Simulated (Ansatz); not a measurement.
Write the native input for Ansatz 0.2.0 that does the following.

```
Task                : single point
Functional          : PBE
Potentials or basis : Ansatz PAW
Cutoff              : 420 eV (not typed: the program's choice for these potentials)
k mesh              : 10 × 10 × 8
Occupations         : fermi-dirac, width 0.05 eV
Spin                : no spin polarisation
```

Ga:

```
Ga
1.0
     1.45000   -4.06500    0.00000
     1.45000    4.06500    0.00000
     0.00000    0.00000    3.17000
Ga
2
Direct
  0.13300 0.86700 0.75000
  0.86700 0.13300 0.25000
```

This isn't the form of Ga at room conditions, which is orthorhombic.

The input as run:

input.yaml

```yaml
crystal:
  lattice:
    - [1.45, -4.065, 0.0]
    - [1.45, 4.065, 0.0]
    - [0.0, 0.0, 3.17]
  atoms:
    - { symbol: Ga, position: [0.133, 0.867, 0.75] }
    - { symbol: Ga, position: [0.867, 0.133, 0.25] }
hamiltonian:
  xc: pbe
  pseudopotentials: { kind: paw }
kpoints:
  mp_grid: { grid: [10, 10, 8] }
scf:
  occupations: { method: fermi_dirac, width: 0.05 }
output:
  forces: true
  stress: true
  eigenvalues: true
```

Potentials or basis: Ansatz PAW.

The run is started by

```sh
$ ansatz run input.yaml --threads 2 --pin off --max-ram 5120MiB --backend cpu --events-out ev --progress --plain --runs-dir out
```

Results of the run:

| Property | Result |
| --- | --- |
| Pressure | 1.4 GPa |
| Largest force | 0.213 eV/Å |
| Band gap on the k mesh | none (metal or under the smearing width) |

Wall time 3.2 s on 2 threads of Intel(R) Xeon(R) Processor @ 2.70GHz, on a shared host, peak memory 0.4 GiB.
